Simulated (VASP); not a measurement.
# CoSi2 (lda) (Fm-3m) in VASP: further runs

Runs on CoSi2 (lda). Level: LDA. Tasks: single point, relaxation of cell and atoms.

All numbers are computed with VASP 6.6.1; they aren't measurements. Logs are shortened: lines on timing, memory, paths and dates and some standing lists are left out, and cuts for length are marked.

## (1) The structure

The structure is cubic, space group Fm-3m (No. 225). Conventional cell: a = 5.274 Å, b = 5.274 Å, c = 5.274 Å, α = 90.00°, β = 90.00°, γ = 90.00°. Co (site symmetry m-3m) is surrounded by 8 Si at 2.28 Å. Si (site symmetry -43m) has 4 Co at 2.28 Å as nearest neighbours.

## (2) Single point, LDA

Contents of INCAR:

```
SYSTEM = CoSi2
  PREC = Accurate
  ENCUT = 520
  EDIFF = 1E-6
  ISMEAR = 0
  SIGMA = 0.1
  LREAL = .FALSE.
  LASPH = .TRUE.
  NELM = 100
  ALGO = Normal
  ISIF = 2
  LWAVE = .FALSE.
  LCHARG = .TRUE.
  LELF = .TRUE.
  LVHAR = .TRUE.
  NBANDS = 16
```

Contents of KPOINTS:

```
Automatic mesh
0
G
  14 14 14
  0 0 0
```

Contents of POSCAR:

```
CoSi2
1.0
    0.0000000000      2.6369193645      2.6369193645
    2.6369193645      0.0000000000      2.6369193645
    2.6369193645      2.6369193645      0.0000000000
Co Si
1 2
Direct
    0.0000000000      0.0000000000      0.0000000000
    0.2500000000      0.2500000000      0.2500000000
    0.7500000000      0.7500000000      0.7500000000
```

Potentials or basis: VASP PAW LDA potentials, release 64 (Co, Si).

Command:

```
> cat potpaw_LDA.64/Co/POTCAR potpaw_LDA.64/Si/POTCAR > POTCAR
> mpirun -np 1 vasp_std > vasp.out
```

OUTCAR:

```text
SYSTEM = CoSi2
   PREC = Accurate
   ENCUT = 520
   EDIFF = 1E-6
   ISMEAR = 0
   LREAL = .FALSE.
   LASPH = .TRUE.
   NELM = 100
   ISIF = 2

 ion  position               nearest neighbor table
   1  0.000  0.000  0.000-   3 2.28   3 2.28   3 2.28   2 2.28   2 2.28   2 2.28   3 2.28   2 2.28

   2  0.250  0.250  0.250-   1 2.28   1 2.28   1 2.28   1 2.28   3 2.64   3 2.64   3 2.64   3 2.64
                             3 2.64   3 2.64
   3  0.750  0.750  0.750-   1 2.28   1 2.28   1 2.28   1 2.28   2 2.64   2 2.64   2 2.64   2 2.64
                             2 2.64   2 2.64

  LATTYP: Found a face centered cubic cell.
 ALAT       =     5.2738387290

  Lattice vectors:

 A1 = (   0.0000000000,   2.6369193645,   2.6369193645)
 A2 = (   2.6369193645,   0.0000000000,   2.6369193645)
 A3 = (   2.6369193645,   2.6369193645,   0.0000000000)

Analysis of symmetry for initial positions (statically):
=====================================================================
 Subroutine PRICEL returns:
 Original cell was already a primitive cell.

 Routine SETGRP: Setting up the symmetry group for a
 face centered cubic supercell.

 Subroutine GETGRP returns: Found 48 space group operations
 (whereof 48 operations were pure point group operations)
 out of a pool of 48 trial point group operations.

The static configuration has the point symmetry O_h .

Analysis of symmetry for dynamics (positions and initial velocities):
=====================================================================
 Subroutine PRICEL returns:
 Original cell was already a primitive cell.

 Routine SETGRP: Setting up the symmetry group for a
 face centered cubic supercell.

 Subroutine GETGRP returns: Found 48 space group operations
 (whereof 48 operations were pure point group operations)
 out of a pool of 48 trial point group operations.

The dynamic configuration has the point symmetry O_h .

 Subroutine INISYM returns: Found 48 space group operations
 (whereof 48 operations are pure point group operations),
 and found     1 'primitive' translations

----------------------------------------------------------------------------------------

                                     Primitive cell

  volume of cell :      36.6708

  direct lattice vectors                    reciprocal lattice vectors
     0.000000000  2.636919365  2.636919365    -0.189615203  0.189615203  0.189615203
     2.636919365  0.000000000  2.636919365     0.189615203 -0.189615203  0.189615203
     2.636919365  2.636919365  0.000000000     0.189615203  0.189615203 -0.189615203

  length of vectors
     3.729167128  3.729167128  3.729167128     0.328423165  0.328423165  0.328423165

  position of ions in fractional coordinates (direct lattice)
     0.000000000  0.000000000  0.000000000
     0.250000000  0.250000000  0.250000000
     0.750000000  0.750000000  0.750000000

  ion indices of the primitive-cell ions
   primitive index   ion index
                 1           1
                 2           2
                 3           3

----------------------------------------------------------------------------------------

 KPOINTS: Automatic mesh

Automatic generation of k-mesh.
 Grid dimensions read from file:
 generate k-points for:   14   14   14

 Generating k-lattice:

  Cartesian coordinates                     Fractional coordinates (reciprocal lattice)
    -0.013543943  0.013543943  0.013543943     0.071428571  0.000000000  0.000000000
     0.013543943 -0.013543943  0.013543943     0.000000000  0.071428571  0.000000000
     0.013543943  0.013543943 -0.013543943     0.000000000  0.000000000  0.071428571

  Length of vectors
     0.023458798  0.023458798  0.023458798

  Shift w.r.t. Gamma in fractional coordinates (k-lattice)
     0.000000000  0.000000000  0.000000000

 Subroutine IBZKPT returns following result:
 ===========================================

 Found    104 irreducible k-points:

 Following reciprocal coordinates:
            Coordinates               Weight
  0.000000  0.000000  0.000000      1.000000
  0.071429  0.000000  0.000000      8.000000
  0.142857  0.000000  0.000000      8.000000
  0.214286  0.000000  0.000000      8.000000
  0.285714  0.000000  0.000000      8.000000
  0.357143  0.000000  0.000000      8.000000
[... 16 lines left out ...]
  0.214286  0.142857  0.000000     24.000000
  0.285714  0.142857  0.000000     24.000000
 [... further k-points ...]
   k-points           NKPTS =    104   k-points in BZ     NKDIM =    104   number of bands    NBANDS=     16
   number of dos      NEDOS =    301   number of ions     NIONS =      3
   total plane-waves  NPLWV =  21952
   dimension x,y,z NGX =    28 NGY =   28 NGZ =   28
   dimension x,y,z NGXF=    56 NGYF=   56 NGZF=   56
   ions per type =               1   2
   NGX,Y,Z   is equivalent  to a cutoff of  12.48, 12.48, 12.48 a.u.
   NGXF,Y,Z  is equivalent  to a cutoff of  24.96, 24.96, 24.96 a.u.
 SYSTEM =  CoSi2
   PREC   = accura    normal or accurate (medium, high low for compatibility)
   ISTART =      0    job   : 0-new  1-cont  2-samecut
   ICHARG =      2    charge: 1-file 2-atom 10-const
   ISPIN  =      1    spin polarized calculation?
   LNONCOLLINEAR =      F non collinear calculations
   LSORBIT =      F    spin-orbit coupling
   LASPH  =      T    aspherical Exc in radial PAW
   ENCUT  =  520.0 eV  38.22 Ry    6.18 a.u.   6.93  6.93  6.93*2*pi/ulx,y,z
   NELM   =    100;   NELMIN=  2; NELMDL= -5     # of ELM steps
   EDIFF  = 0.1E-05   stopping-criterion for ELM
   LREAL  =      F    real-space projection
   EDIFFG = 0.1E-04   stopping-criterion for IOM
   NSW    =      0    number of steps for IOM
   IBRION =     -1    ionic relax: 0-MD 1-quasi-New 2-CG
   NFREE  =      0    steps in history (QN), initial steepest desc. (CG)
   ISIF   =      2    stress and relaxation
   ISYM   =      2    0-nonsym 1-usesym 2-fastsym
   POTIM  = 0.5000    time-step for ionic-motion
   TEBEG  =    0.0;   TEEND  =   0.0 temperature during run
   PSTRESS=    0.0 pullay stress
   NELECT =      17.0000    total number of electrons
   NUPDOWN=      -1.0000    fix difference up-down
   EMIN   =  10.00;   EMAX   =-10.00  energy-range for DOS
   EFERMI =   0.00;   METHOD = LEGACY
   ISMEAR =     0;   SIGMA  =   0.10  broadening in eV -4-tet -1-fermi 0-gaus
   EFERMI_NEDOS =   21; number of points for ismear=-14 and -15
   IALGO  =     38    algorithm
   IMIX   =      4    mixing-type and parameters
     AMIX     =   0.40;   BMIX     =  1.00
     AMIX_MAG =   1.60;   BMIX_MAG =  1.00
  volume/ion in A,a.u.               =      12.22        82.49
  Fermi-wavevector in a.u.,A,eV,Ry     =   1.267022  2.394325 21.842055  1.605346
  Thomas-Fermi vector in A             =   2.400192
   LORBIT       =      0    0 simple, 1 ext, 2 COOP (PROOUT), +10 PAW based schemes
   GGA     = CA    functional components
   LHFCALC =     F    Hartree Fock is set to
   AEXX    =    0.0000 exact exchange contribution
   IVDW    =     0    specifies the selected vdW correction
   LEPSILON=     F    determine dielectric tensor
   LRPA    =     F    only Hartree local field effects (RPA)
 non-spin polarized calculation
 Gauss-broadening in eV      SIGMA  =   0.10
  energy-cutoff  :      520.00
  volume of cell :       36.67
 maximum number of plane-waves:      1006
   NGX = 13   NGY = 13   NGZ = 13

 number of electron      17.0000008 magnetization

 Free energy of the ion-electron system (eV)
  ---------------------------------------------------
  ext. energy  EPLUGINS =         0.00000000
  ---------------------------------------------------
  free energy    TOTEN  =       -21.93166349 eV

  energy without entropy =      -21.92659106  energy(sigma->0) =      -21.92912727

 E-fermi :  10.6560     XC(G=0): -12.1213

 val. band max:       10.5714696535   @ k =   0.4286   0.0714   0.0000
 cond. band min:      10.6573372447   @ k =   0.4286   0.2143   0.0714
 fundamental gap:      0.0858675912
 Fermi energy:        10.6559513804

 k-point     1 :       0.0000    0.0000    0.0000
  band No.  band energies     occupation
      1      -2.7969      2.00000
      2       6.3310      2.00000
      3       6.3310      2.00000
      4       6.3310      2.00000
      5       8.5682      2.00000
      6       8.5682      2.00000
[... 8 lines left out ...]
     15      16.4653      0.00000
     16      16.4653      0.00000

 k-point     2 :       0.0714    0.0000    0.0000
  band No.  band energies     occupation
      1      -2.7168      2.00000
      2       6.1503      2.00000
      3       6.3600      2.00000
      4       6.3600      2.00000
      5       8.5433      2.00000
      6       8.5433      2.00000
[... 8 lines left out ...]
     15      16.1768      0.00000
     16      16.3154      0.00000

 k-point     3 :       0.1429    0.0000    0.0000
  band No.  band energies     occupation
      1      -2.4774      2.00000
      2       5.6485      2.00000
      3       6.4412      2.00000
      4       6.4412      2.00000
      5       8.4837      2.00000
      6       8.4837      2.00000
[... 8 lines left out ...]
     15      16.0782      0.00000
     16      16.7845      0.00000

 k-point     4 :       0.2143    0.0000    0.0000
  band No.  band energies     occupation
      1      -2.0824      2.00000
      2       4.9028      2.00000
      3       6.5571      2.00000
      4       6.5571      2.00000
      5       8.4303      2.00000
      6       8.4303      2.00000
[... 8 lines left out ...]
     15      16.9205      0.00000
     16      17.8676      0.00000

 k-point     5 :       0.2857    0.0000    0.0000
  band No.  band energies     occupation
      1      -1.5382      2.00000
      2       3.9870      2.00000
      3       6.6770      2.00000
      4       6.6770      2.00000
      5       8.4373      2.00000
      6       8.4373      2.00000
[... 8 lines left out ...]
     15      18.0071      0.00000
     16      18.8982      0.00000

 k-point     6 :       0.3571    0.0000    0.0000
  band No.  band energies     occupation
      1      -0.8561      2.00000
      2       2.9769      2.00000
      3       6.7674      2.00000
      4       6.7674      2.00000
      5       8.5468      2.00000
      6       8.5468      2.00000
[... 8 lines left out ...]
     15      19.2125      0.00000
     16      19.9903      0.00000
[... 267 lines left out ...]
 k-point    21 :      -0.0714    0.0714    0.0000
  band No.  band energies     occupation
      1      -2.5835      2.00000
      2       5.9079      2.00000
      3       6.3337      2.00000
      4       6.4402      2.00000
      5       8.4419      2.00000
      6       8.5667      2.00000
[... 8 lines left out ...]
     15      16.4232      0.00000
     16      16.7169      0.00000

 k-point    22 :       0.1429    0.1429    0.0000
  band No.  band energies     occupation
      1      -2.3709      2.00000
      2       5.7348      2.00000
      3       6.3646      2.00000
      4       6.3646      2.00000
      5       8.1484      2.00000
      6       8.6786      2.00000
[... 8 lines left out ...]
     15      17.2480      0.00000
     16      17.2480      0.00000

 k-point    23 :       0.2143    0.1429    0.0000
  band No.  band energies     occupation
      1      -2.0809      2.00000
      2       5.3159      2.00000
      3       6.4087      2.00000
      4       6.4459      2.00000
      5       7.9200      2.00000
      6       8.7190      2.00000
[... 8 lines left out ...]
     15      18.1442      0.00000
     16      18.2797      0.00000

 k-point    24 :       0.2857    0.1429    0.0000
  band No.  band energies     occupation
      1      -1.6382      2.00000
      2       4.6359      2.00000
      3       6.4924      2.00000
      4       6.5574      2.00000
      5       7.7269      2.00000
      6       8.7594      2.00000
[... 8 lines left out ...]
     15      19.1668      0.00000
     16      19.4594      0.00000

 [... further k-points ...]

------------------------ aborting loop because EDIFF is reached ----------------------------------------

  FORCE on cell =-STRESS in cart. coord.  units (eV):
  Direction    XX          YY          ZZ          XY          YZ          ZX
  --------------------------------------------------------------------------------------
  -------------------------------------------------------------------------------------
  Total        0.0444535      0.0444535      0.0444535     -0.0000000     -0.0000000      0.0000000
  in kB        1.9422094      1.9422094      1.9422094     -0.0000000     -0.0000000      0.0000000
  external PRESSURE =       1.9422094 kB  Pullay stress =       0.0000000 kB

 VOLUME and BASIS-vectors are now :
 -----------------------------------------------------------------------------
  energy-cutoff  :      520.00
  volume of cell :       36.67
      direct lattice vectors                 reciprocal lattice vectors
     0.000000000  2.636919365  2.636919365    -0.189615203  0.189615203  0.189615203
     2.636919365  0.000000000  2.636919365     0.189615203 -0.189615203  0.189615203
     2.636919365  2.636919365  0.000000000     0.189615203  0.189615203 -0.189615203

 POSITION                                       TOTAL-FORCE (eV/Angst)
 -----------------------------------------------------------------------------------
      0.00000      0.00000      0.00000         0.000000     -0.000000      0.000000
      1.31846      1.31846      1.31846        -0.000000     -0.000000     -0.000000
      3.95538      3.95538      3.95538         0.000000      0.000000     -0.000000
 -----------------------------------------------------------------------------------
    total drift:                               -0.000000     -0.000000      0.000000

  FREE ENERGIE OF THE ION-ELECTRON SYSTEM (eV)
  ---------------------------------------------------
  free  energy   TOTEN  =       -21.9316634881 eV

  energy  without entropy=      -21.9265910611  energy(sigma->0) =      -21.92912727
```

It took 23 s on 1 thread of Intel Xeon 6975P-C (Granite Rapids), shared host; peak memory 0.18 GiB.

What came out:

```
Free energy            : -21.9317 eV
Pressure               : 0.2 GPa
Band gap on the k mesh : none (metal or under the smearing width)
```

(Continued in part 2 of 2.)
